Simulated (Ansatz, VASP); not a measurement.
Given: the input of a run of Ansatz 0.2.0 on ZnS (Wurtzite-4H). 

Contents of input.yaml:

```yaml
crystal:
  lattice:
    - [3.8227, 0.0, 0.0]
    - [-1.91135, 3.310555311, 0.0]
    - [0.0, 0.0, 12.52]
  atoms:
    - { symbol: Zn, position: [0.6666666667, 0.3333333333, 0.75] }
    - { symbol: Zn, position: [0.3333333333, 0.6666666667, 0.25] }
    - { symbol: Zn, position: [0.0, 0.0, 0.5] }
    - { symbol: Zn, position: [0.0, 0.0, 0.0] }
    - { symbol: S, position: [0.6666666667, 0.3333333333, 0.9375] }
    - { symbol: S, position: [0.3333333333, 0.6666666667, 0.4375] }
    - { symbol: S, position: [0.0, 0.0, 0.6875] }
    - { symbol: S, position: [0.0, 0.0, 0.1875] }
hamiltonian:
  xc: lda
  pseudopotentials: { kind: paw }
kpoints:
  mp_grid: { grid: [8, 8, 3] }
scf:
  occupations: { method: fermi_dirac, width: 0.05 }
output:
  forces: true
  stress: true
relax:
  f_tol: 0.01
  max_steps: 40
  cell: { stress_tol: 0.05 }
```

Potentials or basis: Ansatz PAW.

Run with:

```console
$ ansatz run input.yaml --threads 4 --pin off --max-ram 11264MiB --backend cpu --events-out ev --progress --plain --runs-dir out
```

Q: What does the same run look like in VASP 6.6.1? Potentials or basis there: LDA PAW files S, Zn, 600 eV.

A: As run (cutoffs and basis follow the program's own potentials, and thresholds, step limits or extra output files can differ):

Contents of INCAR:

```
PREC = Accurate
ENCUT = 600
EDIFF = 1E-6
ISMEAR = -1
SIGMA = 0.05
LREAL = F
LASPH = T
NELM = 80
ALGO = Normal
ISIF = 3
LWAVE = F
LCHARG = F
IBRION = 2
NSW = 40
EDIFFG = -0.01
```

Contents of KPOINTS:

```
regular mesh
0
Gamma
  8 8 3
```

Contents of POSCAR:

```
ZnS
1.0
    3.8227000000      0.0000000000      0.0000000000
   -1.9113500000      3.3105553110      0.0000000000
    0.0000000000      0.0000000000     12.5200000000
Zn S
4 4
Direct
    0.6666666667      0.3333333333      0.7500000000
    0.3333333333      0.6666666667      0.2500000000
    0.0000000000      0.0000000000      0.5000000000
    0.0000000000      0.0000000000      0.0000000000
    0.6666666667      0.3333333333      0.9375000000
    0.3333333333      0.6666666667      0.4375000000
    0.0000000000      0.0000000000      0.6875000000
    0.0000000000      0.0000000000      0.1875000000
```

Potentials or basis: VASP PAW LDA potentials, release 64 (Zn, S).

Launch:

```bash
$ cat potpaw_LDA.64/Zn/POTCAR potpaw_LDA.64/S/POTCAR > POTCAR
$ mpirun -np 1 vasp_std > vasp.out
```

Both were run:

|  | Ansatz | VASP |
| --- | --- | --- |
| Relaxed volume | 18.58 Å³/atom | 18.62 Å³/atom |
| Relaxed cell | a = 3.742 Å, b = 3.742 Å, c = 12.258 Å, α = 90.00°, β = 90.00°, γ = 120.00° | a = 3.745 Å, b = 3.745 Å, c = 12.266 Å, α = 90.00°, β = 90.00°, γ = 120.00° |
| Space group after relaxing | P6_3mc (No. 186) | P6_3mc (No. 186) |
| Pressure after relaxing | 0.0 GPa | 0.0 GPa |

Ansatz's pressure holds a Pulay term of +0.06 GPa for its cutoff of 420 eV, which the other run lacks.

Ansatz's potentials were made for PBE.

Where Ansatz's input types no cutoff or centring, it takes its own default and a Γ-centred mesh.

The two programs' LDA may be different fits to the electron gas.

Pressure is positive in compression.
